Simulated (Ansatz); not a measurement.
CsBr (CsCl type)

```yaml
crystal:
  lattice:
    - [8.77795, 0.00000, 0.00000]
    - [0.00000, 4.38897, 0.00000]
    - [0.00000, 0.00000, 4.38897]
  atoms:
    - { symbol: Cs, position: [0.00000, 0.00000, 0.00000] }
    - { symbol: Cs, position: [0.50000, 0.00000, 0.00000] }
    - { symbol: Br, position: [0.25000, 0.50000, 0.50000] }
    - { symbol: Br, position: [0.75000, 0.50000, 0.50000] }
```

Scan: atom 4 (Br, nearest neighbour Cs at 3.801 Å; its periodic images, 4.4 Å or more away, move with it) is displaced along Cartesian [111], direction (0.577, 0.577, 0.577) in Cartesian axes, by s. The other atoms stay.

Level of theory: PBE (plane waves to 420 eV, PAW, scalar-relativistic; Ansatz, an electronic-structure program). k mesh 3×6×6 (Γ-centred), Fermi-Dirac smearing 0.05 eV. E stands for the smeared free energy. CsBr was relaxed with its symmetry unable to fall. The zero of ΔE is the undisplaced structure.

Successive frames, forces in eV/Å:

| frame | ΔE (meV/cell) | F on Cs1 | F on Cs2 | F on Br3 | F on Br4 |
|---|---|---|---|---|---|
| s = -0.760 Å | 382 | (0.077, -0.043, -0.043) | (-0.778, -0.665, -0.665) | (-0.346, -0.016, -0.016) | (1.046, 0.724, 0.724) |
| s = -0.608 Å | 209 | (0.039, -0.040, -0.040) | (-0.447, -0.372, -0.372) | (-0.276, -0.011, -0.011) | (0.684, 0.424, 0.424) |
| s = -0.456 Å | 103 | (0.010, -0.036, -0.036) | (-0.240, -0.196, -0.196) | (-0.206, -0.008, -0.008) | (0.436, 0.240, 0.240) |
| s = -0.304 Å | 42 | (-0.009, -0.029, -0.029) | (-0.112, -0.092, -0.092) | (-0.137, -0.005, -0.005) | (0.258, 0.127, 0.127) |

What are the energy and the forces in the next frame, s = -0.152 Å?

ΔE (meV/cell) = 10.

```
atom      Fx      Fy      Fz
----  ------  ------  ------
Cs1   -0.013  -0.019  -0.019
Cs2   -0.038  -0.033  -0.033
Br3   -0.069  -0.002  -0.002
Br4    0.120   0.054   0.054
```

(A displaced cell: forces are minus the slopes of the energy, force constants its curvatures, and phonons follow from these.)
